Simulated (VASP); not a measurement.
# Ni, energy at fixed spin moment: which settings are enough?

Ni, Im-3m (no. 229), 1 atom in the cell. PBEsol, fixed spin moment; PAW potentials Ni (PBE set). VASP 6.6.1.

Wanted: energies at fixed moments within 2 meV/atom; moment left free within 0.03 muB per cell.

POSCAR:
```
Ni
1.0
   -1.3837154700      1.3837154700      1.3837154700
    1.3837154700     -1.3837154700      1.3837154700
    1.3837154700      1.3837154700     -1.3837154700
Ni
1
Direct
    0.0000000000      0.0000000000      0.0000000000
```

The series start from Electronic algorithm: Normal; Cutoff (eV): 400; Smearing: MP 0.1; k-point spacing (1/Å): 0.24. Each series keeps the choices made before it, and each single choice may use up half of a tolerance. Times cover all steps of a run.

## Electronic algorithm

| Electronic algorithm | Energies at fixed moments, largest deviation (meV/atom) | Moment left free (muB per cell) | Time (s) |
|---|---|---|---|
| Normal | 0.0 | 0.521 | 67 |
| Fast | 0.0 | 0.520 | 40 |

Chosen: Fast, the fastest of those that stay within half of the tolerance.

## Cutoff (eV)

| Cutoff (eV) | Energies at fixed moments, largest deviation (meV/atom) | Moment left free (muB per cell) | Time (s) |
|---|---|---|---|
| 300 | 2.0 | 0.520 | 39 |
| 350 | 1.8 | 0.520 | 41 |
| 400 | 0.7 | 0.520 | 40 |
| 450 | 0.1 | 0.521 | 66 |
| 520 | 0.0 | 0.521 | 78 |
| 600 (reference) | 0.0 | 0.521 | 78 |

Chosen: 400, the loosest value from which every tighter one stays within half of the tolerance.

## Smearing

| Smearing | Energies at fixed moments, largest deviation (meV/atom) | Moment left free (muB per cell) | Time (s) |
|---|---|---|---|
| MP 0.2 | 4.9 | 0.524 | 45 |
| MP 0.1 | 7.1 | 0.520 | 40 |
| MP 0.05 | 7.1 | 0.523 | 49 |
| tetrahedron (reference) | 0.0 | 0.511 | 69 |

Chosen: tetrahedron; the one before it in the list is off by more than half of the tolerance.

## k-point spacing (1/Å)

| k-point spacing (1/Å) | Energies at fixed moments, largest deviation (meV/atom) | Moment left free (muB per cell) | Time (s) |
|---|---|---|---|
| 0.4 | 11.0 | 0.463 | 32 |
| 0.3 | 3.2 | 0.497 | 40 |
| 0.24 | 2.1 | 0.511 | 69 |
| 0.19 | 0.8 | 0.524 | 86 |
| 0.15 | 0.3 | 0.529 | 142 |
| 0.12 (reference) | 0.0 | 0.533 | 240 |

Chosen: 0.19.

## All choices together

| Input | Energies at fixed moments, largest deviation (meV/atom) | Moment left free (muB per cell) | Time (s) |
|---|---|---|---|
| default cutoff, precision and threshold on a coarse mesh (naive) | 6.3 | 0.538 | 12 |
| chosen settings | 1.5 | 0.524 | 86 |
| reference settings throughout | 0.0 | 0.532 | 467 |

The tolerance is met.

Values of the reference run: Energies at fixed moments: 0, -3.251, -11.08, 23.44, 151.4, 387.9 meV/atom, against the smallest moment.

## The input

INCAR.step1:
```
SYSTEM = Ni
ALGO = Fast ; EDIFF = 1E-7
ENCUT = 400 ; GGA = PS
ISIF = 2 ; ISMEAR = -5
ISPIN = 2 ; LASPH = .TRUE.
LCHARG = .FALSE. ; LMAXMIX = 4
LORBIT = 11 ; LREAL = .FALSE.
LWAVE = .FALSE. ; MAGMOM = 0
NELM = 200 ; NUPDOWN = 0.0
PREC = Accurate ; SIGMA = 0.05
```

INCAR.step2, as INCAR.step1 but for:
```
- MAGMOM = 0
- NUPDOWN = 0.0
+ MAGMOM = 0.26
+ NUPDOWN = 0.26
```

INCAR.step3 to INCAR.step6 change the same tags again: MAGMOM = 0.52, 0.78, 1.04, 1.3; NUPDOWN = 0.52, 0.78, 1.04, 1.3.

INCAR.step7, as INCAR.step6 but for:
```
- NUPDOWN = 1.3
```

KPOINTS:
```
Automatic mesh
0
Gamma
  17 17 17
  0 0 0
```

Commands (each step's output is kept before the next begins):
```
cat potpaw_PBE.64/Ni/POTCAR > POTCAR
cp INCAR.step1 INCAR
mpirun -np 4 vasp_std > vasp.out
rm WAVECAR CHG
cp INCAR.step2 INCAR
mpirun -np 4 vasp_std > vasp.out
rm WAVECAR CHG
cp INCAR.step3 INCAR
mpirun -np 4 vasp_std > vasp.out
rm WAVECAR CHG
cp INCAR.step4 INCAR
mpirun -np 4 vasp_std > vasp.out
rm WAVECAR CHG
cp INCAR.step5 INCAR
mpirun -np 4 vasp_std > vasp.out
rm WAVECAR CHG
cp INCAR.step6 INCAR
mpirun -np 4 vasp_std > vasp.out
rm WAVECAR CHG
cp INCAR.step7 INCAR
mpirun -np 4 vasp_std > vasp.out
```

The chosen input took VASP 6.6.1 86 s on 4 cores (Intel Xeon Platinum 8488C (Sapphire Rapids)), a shared host.

## An input that fails: moment fixed beyond the electrons at hand

It ran out of time.

Changes against the starting input:
```
(step 2)
- NELM = 200
- NUPDOWN = 0.26
+ NELM = 50
+ NUPDOWN = 40
```
